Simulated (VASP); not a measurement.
**MgS in VASP: how settings move the PBE single point**

Aim: see what changed inputs do to the PBE single point of MgS built on the zincblende prototype. This is a trial cell built on a prototype, not taken from a measured structure, and it needn't be the compound's ground state.

Program: VASP 6.6.1. PAW datasets, plane waves. All values are calculated for a non-magnetic cell, which may be hypothetical.

### 1 The cell

The cell comes from an earlier relaxation with r2SCAN in another program.

It is cubic, F-43m (No. 216); conventional cell a = 5.662 Å, 22.69 Å³ an atom. Around Mg lie 4 S at 2.45 Å; around S lie 4 Mg at 2.45 Å.

The structure in full:

```xyz
2
Lattice="0.0000 2.8309 2.8309 2.8309 0.0000 2.8309 2.8309 2.8309 0.0000" Properties=species:S:1:pos:R:3 pbc="T T T"
Mg    0.0000    0.0000    0.0000
S     1.4154    1.4154    1.4154
```

### 2 The reference run

INCAR

```
ENCUT = 520.000000
SIGMA = 0.020000
EDIFF = 1.00e-07
GGA = PE
PREC = Accurate
IBRION = -1
ISIF = 2
ISMEAR = -1
NBANDS = 11
NELM = 120
NSW = 0
LASPH = .TRUE.
LCHARG = .TRUE.
LELF = .TRUE.
LWAVE = .FALSE.
LREAL = .FALSE.
```

KPOINTS

```
KPOINTS created by Atomic Simulation Environment
0
Gamma
8 8 8
0 0 0
```

POSCAR

```
Mg S
 1.0000000000000000
     0.0000000000000000    2.8308768390485555    2.8308768390485555
     2.8308768390485555    0.0000000000000000    2.8308768390485555
     2.8308768390485555    2.8308768390485555    0.0000000000000000
 Mg  S
   1   1
Cartesian
  0.0000000000000000  0.0000000000000000 -0.0000000000000000
  1.4154384195242775  1.4154384195242775  1.4154384195242775
```

A file KPOINTS_OPT adds named points for the levels; it doesn't enter the self-consistent loop.

Potentials: the recommended PBE PAW datasets, 8 valence electrons.

On the command line:

```console
mpirun -np 1 vasp_std
```

### 3 Altered input 1

INCAR

```
ENCUT = 520.000000
EDIFF = 1.00e-07
GGA = PE
PREC = Accurate
IBRION = -1
ISIF = 2
NBANDS = 11
NSW = 0
LASPH = .TRUE.
LCHARG = .FALSE.
LWAVE = .FALSE.
LREAL = .FALSE.
ISMEAR = 0
SIGMA = 0.05
NELM = 65
```

KPOINTS is that of step 2.

POSCAR is that of step 2.

### 4 Altered input 2

INCAR

```
ENCUT = 520.000000
EDIFF = 1.00e-07
GGA = PE
PREC = Accurate
IBRION = -1
ISIF = 2
NBANDS = 11
NELM = 120
NSW = 0
LASPH = .TRUE.
LCHARG = .FALSE.
LWAVE = .FALSE.
LREAL = .FALSE.
ISMEAR = 0
SIGMA = 0.01
```

KPOINTS is that of step 2.

POSCAR is that of step 2.

### 5 Altered input 3

INCAR, as its differences from that of step 2:

```diff
@@ -9,8 +9,7 @@
 NBANDS = 11
-NELM = 120
 NSW = 0
 LASPH = .TRUE.
-LCHARG = .TRUE.
-LELF = .TRUE.
+LCHARG = .FALSE.
 LWAVE = .FALSE.
 LREAL = .FALSE.
+NELM = 74
```

KPOINTS is that of step 2.

POSCAR

```
Mg S
 1.0000000000000000
     2.8308770000000001    0.0000000000000000    2.8308770000000001
     0.0000000000000000    2.8308770000000001    2.8308770000000001
     2.8308770000000001    2.8308770000000001    0.0000000000000000
 Mg  S
   1   1
Cartesian
  0.0000000000000000  0.0000000000000000 -0.0000000000000000
  1.4154384999999998  1.4154384999999998  1.4154384999999998
```

Q: Predict the outcome of this session. Wanted: for each run, changed; ending; energy change; pressure; electronic steps; usable.

**Answer**, as computed:

| run | changed | ending | energy change (meV/atom) | pressure (GPa) | gap on the mesh (eV; negative: overlap) | electronic steps | time | usable |
| --- | --- | --- | --- | --- | --- | --- | --- | --- |
| ref. | – | converged | 0 | 0.9 | 3.46 | 13 | 8.1 s | yes |
| 1 | ISMEAR = 0, SIGMA = 0.05, NELM = 65 | converged | 0.0 | 0.9 | 3.46 | 13 | 7 s | yes |
| 2 | ISMEAR = 0, SIGMA = 0.01 | converged | 0.0 | 0.9 | 3.46 | 13 | 6.9 s | yes |
| 3 | another POSCAR | refused | – | – | – | – | 0.4 s | no |

**Reading.** Of 3 altered inputs, 1 gave no result, 2 gave usable results.
